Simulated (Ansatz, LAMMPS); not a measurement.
## N in place of O at several sites of TiO2 with crystalline order left by the classical run (72 atoms)

Aim: make N in place of O at several sites of TiO2 with crystalline order left by the classical run (72 atoms), relax each, and compare their energies.

Main program and level: Ansatz 0.2.0; Kohn-Sham DFT, PBE, PAW (set soft_2), plane waves.

## Step 1: Set-up

The cell holds 72 atoms: 24 Ti and 48 O. Its edges and angles: a = 9.643 Å, b = 9.643 Å, c = 9.643 Å, α = 90.0°, β = 90.0°, γ = 90.0°. 72 atoms (24 Ti, 48 O) placed at random at 3.55 g/cm³, melted at 5000 K for 10 ps at fixed volume with the Morse and Coulomb pair potential with partial charges (Pedone, Malavasi, Menziani, Cormack and Segre, J. Phys. Chem. B 110, 11780 (2006)). Quenched from 5000 K to 300 K at 50 K/ps and fixed volume, held 5 ps, then minimised at fixed cell.

What the set-up can't give: The quench rate of 50 K/ps far exceeds what a furnace or splat quench reaches, so expect more defects and frozen-in strain than in a real sample. The network of bonds at the start is that of the classical potential that made the cell, and needn't be the one that DFT or experiment would give. Sampling is at Γ alone, for a cell whose shortest periodic width is 10 Å.

## Step 2: Single point at the start

A single point comes first, to see the forces before anything moves.

File input.yaml:

```yaml
crystal:
  lattice:
    - [9.6426, 0.0, 0.0]
    - [0.0, 9.6426, 0.0]
    - [0.0, 0.0, 9.6426]
  atoms:
    - { symbol: Ti, position: [0.24178, 0.75492, 0.95526] }
    - { symbol: Ti, position: [0.79872, 0.60382, 0.54665] }
    - { symbol: Ti, position: [0.57553, 0.81911, 0.00201] }
    - { symbol: Ti, position: [0.84193, 0.13595, 0.17774] }
    - { symbol: Ti, position: [0.57861, 0.37885, 0.09181] }
    - { symbol: Ti, position: [0.96884, 0.41243, 0.96295] }
    - { symbol: Ti, position: [0.07909, 0.1005, 0.64862] }
    - { symbol: Ti, position: [0.40543, 0.01077, 0.63913] }
    - { symbol: Ti, position: [0.79601, 0.05313, 0.4993] }
    - { symbol: Ti, position: [0.0389, 0.35636, 0.40445] }
    - { symbol: Ti, position: [0.53472, 0.28589, 0.40804] }
    - { symbol: Ti, position: [0.11484, 0.66227, 0.63412] }
    - { symbol: Ti, position: [0.28863, 0.55685, 0.22912] }
    - { symbol: Ti, position: [0.8663, 0.69697, 0.12482] }
    - { symbol: Ti, position: [0.49579, 0.73286, 0.46322] }
    - { symbol: Ti, position: [0.78004, 0.31995, 0.68072] }
    - { symbol: Ti, position: [0.29419, 0.32051, 0.94291] }
    - { symbol: Ti, position: [0.30217, 0.3565, 0.61384] }
    - { symbol: Ti, position: [0.34208, 0.05844, 0.1844] }
    - { symbol: Ti, position: [0.53838, 0.57556, 0.78768] }
    - { symbol: Ti, position: [0.59782, 0.11257, 0.91706] }
    - { symbol: Ti, position: [0.07849, 0.86871, 0.35541] }
    - { symbol: Ti, position: [0.83109, 0.85481, 0.80475] }
    - { symbol: Ti, position: [0.07461, 0.06798, 0.9768] }
    - { symbol: O, position: [0.45626, 0.66436, 0.63681] }
    - { symbol: O, position: [0.92406, 0.70093, 0.64723] }
    - { symbol: O, position: [0.96585, 0.00596, 0.12296] }
    - { symbol: O, position: [0.98413, 0.98492, 0.47515] }
    - { symbol: O, position: [0.67688, 0.69538, 0.45426] }
    - { symbol: O, position: [0.2055, 0.93279, 0.97506] }
    - { symbol: O, position: [0.41494, 0.41286, 0.47194] }
    - { symbol: O, position: [0.89967, 0.41691, 0.79377] }
    - { symbol: O, position: [0.89168, 0.51494, 0.0932] }
    - { symbol: O, position: [0.61946, 0.3878, 0.27272] }
    - { symbol: O, position: [0.69449, 0.20982, 0.08167] }
    - { symbol: O, position: [0.15008, 0.74187, 0.47338] }
    - { symbol: O, position: [0.40461, 0.66793, 0.31932] }
    - { symbol: O, position: [0.22625, 0.17496, 0.07673] }
    - { symbol: O, position: [0.15052, 0.43756, 0.96058] }
    - { symbol: O, position: [0.21971, 0.96224, 0.28282] }
    - { symbol: O, position: [0.22371, 0.98338, 0.6378] }
    - { symbol: O, position: [0.66879, 0.72871, 0.81716] }
    - { symbol: O, position: [0.3915, 0.44374, 0.11644] }
    - { symbol: O, position: [0.16641, 0.488, 0.61134] }
    - { symbol: O, position: [0.68533, 0.21629, 0.79533] }
    - { symbol: O, position: [0.47654, 0.91276, 0.50248] }
    - { symbol: O, position: [0.95975, 0.22876, 0.00019] }
    - { symbol: O, position: [0.18427, 0.20909, 0.80049] }
    - { symbol: O, position: [0.70893, 0.95821, 0.94295] }
    - { symbol: O, position: [0.68025, 0.22292, 0.51003] }
    - { symbol: O, position: [0.20365, 0.68039, 0.11788] }
    - { symbol: O, position: [0.7547, 0.04215, 0.31869] }
    - { symbol: O, position: [0.4824, 0.00126, 0.80599] }
    - { symbol: O, position: [0.15855, 0.45236, 0.30504] }
    - { symbol: O, position: [0.47462, 0.95541, 0.09482] }
    - { symbol: O, position: [0.17712, 0.70928, 0.79448] }
    - { symbol: O, position: [0.98714, 0.00263, 0.80798] }
    - { symbol: O, position: [0.95084, 0.7581, 0.27561] }
    - { symbol: O, position: [0.76241, 0.94335, 0.64528] }
    - { symbol: O, position: [0.68143, 0.48602, 0.64948] }
    - { symbol: O, position: [0.38303, 0.42186, 0.78283] }
    - { symbol: O, position: [0.68451, 0.73224, 0.12014] }
    - { symbol: O, position: [0.91573, 0.75978, 0.95196] }
    - { symbol: O, position: [0.61067, 0.48151, 0.94135] }
    - { symbol: O, position: [0.93996, 0.24498, 0.29566] }
    - { symbol: O, position: [0.15125, 0.24398, 0.51701] }
    - { symbol: O, position: [0.43788, 0.17294, 0.29518] }
    - { symbol: O, position: [0.90594, 0.46817, 0.48035] }
    - { symbol: O, position: [0.41322, 0.19326, 0.6036] }
    - { symbol: O, position: [0.46232, 0.23351, 0.97491] }
    - { symbol: O, position: [0.91137, 0.19396, 0.61697] }
    - { symbol: O, position: [0.42822, 0.71494, 0.93981] }
kpoints:
  mp_grid: { grid: [1, 1, 1] }
hamiltonian:
  xc: pbe
scf:
  occupations: { method: fermi_dirac, width: 0.025 }
output:
  forces: true
```

Command:

```console
ansatz run input.yaml --threads 4 --pin off --max-ram 8192MiB --backend cpu --events-out ev --progress --plain --runs-dir out
```

Numbers of over 12 decimals in the logs are rounded to 6 here.

Output:

```text
[...]
Pseudopotentials: kind: paw
Pseudopotential: Ti, paw, valence charge 12, recommended cutoff 420 eV (normal), Ti.paw.azcp
Pseudopotential: O, paw, valence charge 6, recommended cutoff 420 eV (normal), O.paw.azcp
[... 5 lines on functional and potentials left out ...]
Crystal: 72 atoms, lattice volume = 896.566 Å³
Basis set: ecut = 420 eV, 17461 PW (Γ), exchange–correlation on 144×144×144 points (8 copies of the dense FFT grid, shifted against one another)
Bands: 360, of which v1, the nominal top of the filled ones, is band 288 counted from 1 (287 counted from 0)
Symmetry: 1 space group operations
Space group: P1 (ITA 1), of the structure as read, at distance tolerance 9.6e-5 Å
k-points: 1
[... 5 lines on functional and potentials left out ...]
Initial density: superposition of atomic densities (neutral atoms: chi_scale 0, normalization atom), corrected by the library's trained network
Initial wavefunctions: pseudopotential atomic-orbital guess
[...]
SCF iter   1: F=—  HF=-87318.797563 eV  |F-HF|=—  |Δ(HF+E_count)|=         —  Δρ=4.34e-3  dr2=1.30e-1  ethr=1.77e-3  ⟨swp⟩=4.0  Hψ=1315  notcnv=0  defer=38
preconditioner: auto → Resta (q_TF=auto, 2.534 Å⁻¹)  ε∞=7.0  [insulator: Δε(μ)=2.349 eV  Ē_g=9.905 eV  σ=0.025 eV  W_gap=1.00  n_scr=250 (ndim 8)  ℏωp=24.3 eV  f_vac=0.091  D(μ)=0.00/eV (n_scr^D=0)  ε∞_Penn≈7.0]
SCF iter   2: F=—  HF=-87318.788133 eV  |F-HF|=—  |Δ(HF+E_count)|=   9.43e-3  Δρ=2.17e-3  dr2=2.47e-2  ethr=2.26e-5  ⟨swp⟩=3.0  Hψ=611  notcnv=0  defer=67
SCF iter   3: F=—  HF=-87318.790773 eV  |F-HF|=—  |Δ(HF+E_count)|=   2.64e-3  Δρ=1.05e-3  dr2=9.55e-3  ethr=4.29e-6  ⟨swp⟩=2.0  Hψ=442  notcnv=0  defer=40
automatic band count: iteration 3 solves 333 bands in place of 360: the levels show a gap, and the empty bands left out lie too high to hold charge; the band table lists the bands solved (type scf.n_extra_bands for more)
SCF iter   4: F=—  HF=-87318.791291 eV  |F-HF|=—  |Δ(HF+E_count)|=   5.18e-4  Δρ=3.50e-4  dr2=1.56e-3  ethr=1.66e-6  ⟨swp⟩=2.0  Hψ=437  notcnv=0  defer=40
SCF iter   5: F=—  HF=-87318.791348 eV  |F-HF|=—  |Δ(HF+E_count)|=   5.69e-5  Δρ=1.80e-4  dr2=3.69e-4  ethr=2.71e-7  ⟨swp⟩=2.0  Hψ=437  notcnv=0  defer=40
[...]
SCF iter  10: F=—  HF=-87318.792939 eV  |F-HF|=—  |Δ(HF+E_count)|=   3.95e-7  Δρ=4.75e-6  dr2=2.47e-7  ethr=1.92e-10  ⟨swp⟩=2.0  Hψ=468  notcnv=0  defer=40
SCF iter  11: F=-87318.792939 eV  HF=-87318.792939 eV  |F-HF|=9.43e-9  |Δ(HF+E_count)|=   9.73e-8  Δρ=2.34e-6  dr2=6.10e-8  ethr=1.74e-11  ⟨swp⟩=4.0  Hψ=1054  notcnv=0
SCF 1 converged in 11 iterations: F = -87318.792939 eV  dr2 = 6.10e-8
[...]
SCF converged after 11 iterations
Free energy (F): -87318.792939 eV
Harris-Foulkes:  -87318.792939 eV  (|F-HF|=9.43e-9)
Internal energy: -87318.792939 eV  (E = F + TS)
E sigma→0 (E₀):  -87318.792939 eV
Fermi energy:    7.503609 eV
--- Per-component energies (eV) ---
[...]
Σ components = -87318.792939   (vs F -87318.792939, Δ=0.00e0)
--- Forces (eV/Å), atoms counted from 1 ---
  atom   1  Ti     1.12632736     0.86135710     0.78815297
  atom   2  Ti     0.36172564    -1.39292091     1.30922442
  atom   3  Ti     0.52188023     0.85554803    -0.87412848
  atom   4  Ti     0.50597293     0.28009128    -0.04281143
[...]
atom  72  O      0.11278130    -1.14154068    -0.78195317
  max |Σ_I F_I| component: 2.42e-5 eV/Å
```

It took 34 s on 4 threads of Intel Xeon at 2.50GHz (Skylake/Cascade Lake), shared host; peak memory 1.3 GiB.

In the SCF lines HF is the Harris–Foulkes energy and dr2 the Hartree energy of the density residual, in eV; the loop may stop once dr2 is under the threshold and the program's other checks hold. Hψ counts applications of the Hamiltonian.

The r.m.s. force at the start is 0.75 eV/Å.

## Step 3: Relaxation

The atoms are relaxed in the fixed cell, aiming at the force tolerance of the input.

File input.yaml:

```yaml
crystal:
  lattice:
    - [9.6426, 0.0, 0.0]
    - [0.0, 9.6426, 0.0]
    - [0.0, 0.0, 9.6426]
  atoms:
    [... the 72 atom lines of step 2 ...]
kpoints:
  mp_grid: { grid: [1, 1, 1] }
hamiltonian:
  xc: pbe
scf:
  occupations: { method: fermi_dirac, width: 0.025 }
output:
  forces: true
relax:
  f_tol: 0.05
  max_steps: 150
```

Output:

```text
[...]
Crystal: 72 atoms, lattice volume = 896.566 Å³
Basis set: ecut = 420 eV, 17461 PW (Γ), exchange–correlation on 144×144×144 points (8 copies of the dense FFT grid, shifted against one another)
Bands: 360, of which v1, the nominal top of the filled ones, is band 288 counted from 1 (287 counted from 0)
Symmetry: 1 space group operations
[...]
k-points: 1
[...]
SCF iter   1: F=—  HF=-87318.797563 eV  |F-HF|=—  |Δ(HF+E_count)|=         —  Δρ=4.34e-3  dr2=1.30e-1  ethr=1.77e-3  ⟨swp⟩=4.0  Hψ=1315  notcnv=0  defer=38
[...]
SCF iter   6: F=—  HF=-87318.792923 eV  |F-HF|=—  |Δ(HF+E_count)|=   6.21e-5  Δρ=1.10e-4  dr2=1.15e-4  ethr=6.36e-8  ⟨swp⟩=2.0  Hψ=450  notcnv=0  defer=67
SCF iter   7: F=-87318.792931 eV  HF=-87318.792931 eV  |F-HF|=1.64e-7  |Δ(HF+E_count)|=   7.84e-6  Δρ=3.81e-5  dr2=1.52e-5  ethr=1.09e-8  ⟨swp⟩=2.0  Hψ=945  notcnv=0
SCF 1 converged in 7 iterations: F = -87318.792931 eV  dr2 = 1.52e-5
[...]
relax step   1: F+E_penalty+E_count = -87318.79293113 eV  Δ(F+E_penalty+E_count) = +0.000e0 eV  max|allowed force component| = 2.306e0 eV/Å  Δτ_max = 0.0000 Å  (7 SCF iters, dr2 threshold 6.25e-5 eV, accepted)
[...]
relax step   2: F+E_penalty+E_count = -87321.23269821 eV  Δ(F+E_penalty+E_count) = -2.440e0 eV  max|allowed force component| = 1.175e0 eV/Å  Δτ_max = 0.1087 Å  (7 SCF iters, dr2 threshold 1.00e-4 eV, accepted)
[...]
relax step   3: F+E_penalty+E_count = -87322.24935291 eV  Δ(F+E_penalty+E_count) = -1.017e0 eV  max|allowed force component| = 6.187e-1 eV/Å  Δτ_max = 0.1329 Å  (8 SCF iters, dr2 threshold 8.62e-5 eV, accepted)
relax step   4: F+E_penalty+E_count = -87322.53798525 eV  Δ(F+E_penalty+E_count) = -2.886e-1 eV  max|allowed force component| = 4.095e-1 eV/Å  Δτ_max = 0.2000 Å  (8 SCF iters, dr2 threshold 9.93e-5 eV, accepted)
relax step   5: F+E_penalty+E_count = -87322.61683037 eV  Δ(F+E_penalty+E_count) = -7.885e-2 eV  max|allowed force component| = 1.816e-1 eV/Å  Δτ_max = 0.0978 Å  (7 SCF iters, dr2 threshold 4.65e-5 eV, accepted)
relax step   6: F+E_penalty+E_count = -87322.62053352 eV  Δ(F+E_penalty+E_count) = -3.703e-3 eV  max|allowed force component| = 1.316e-1 eV/Å  Δτ_max = 0.0820 Å  (8 SCF iters, dr2 threshold 6.48e-6 eV, accepted)
relax step   7: F+E_penalty+E_count = -87322.62944063 eV  Δ(F+E_penalty+E_count) = -8.907e-3 eV  max|allowed force component| = 5.655e-2 eV/Å  Δτ_max = 0.0493 Å  (8 SCF iters, dr2 threshold 3.41e-6 eV, accepted)
[...]
relax step   8: F+E_penalty+E_count = -87322.63118427 eV  Δ(F+E_penalty+E_count) = -1.744e-3 eV  max|allowed force component| = 3.300e-2 eV/Å  Δτ_max = 0.0173 Å  (9 SCF iters, accepted)
SCF converged after 9 iterations
Free energy (F): -87322.631184 eV
[...]
Internal energy: -87322.631184 eV  (E = F + TS)
E sigma→0 (E₀):  -87322.631184 eV
Fermi energy:    7.290172 eV
[...]
Σ components = -87322.631184   (vs F -87322.631184, Δ=0.00e0)
--- Forces (eV/Å), atoms counted from 1 ---
  atom   1  Ti    -0.00044683    -0.01296508     0.00546999
  atom   2  Ti     0.00789878    -0.00716153     0.00296608
  atom   3  Ti     0.00474824     0.00785072    -0.01181643
  atom   4  Ti     0.00156033     0.00911275     0.00681808
[...]
atom  72  O      0.00647686    -0.00126735     0.00537536
  max |Σ_I F_I| component: 6.78e-5 eV/Å
--- Relaxed structure (8 steps of the walk, 8 accepted, 0 SCFs on fresh bases) ---
  F+E_penalty+E_count = -87322.63118427 eV   max|allowed force component| = 3.300e-2 eV/Å
  atoms:
    - { symbol: Ti, position: [0.247262, 0.757663, 0.954366] }
    - { symbol: Ti, position: [0.777135, 0.606137, 0.574044] }
    - { symbol: Ti, position: [0.594572, 0.818575, -0.00854134] }
    - { symbol: Ti, position: [0.844576, 0.138413, 0.185442] }
[...]
- { symbol: O, position: [0.433566, 0.704782, 0.938630] }
```

It took 3.9 min on 4 threads; peak memory 1.2 GiB; 6.4 min of CPU time.

The relaxation converged after 8 steps, 3.84 eV below its start, with a largest force component of 0.033 eV/Å.

(Part 1 of 3 ends here.)

[Logs are printed without paths, hosts, clocks, repeated set-up lines and the standing remarks that a program may print on its own settings, such as how far it seeks lower states.]

[Hosts, paths, dates, database ids (printed as entryN), source tags and the programs' standing remarks are cut or masked in the printed files.]
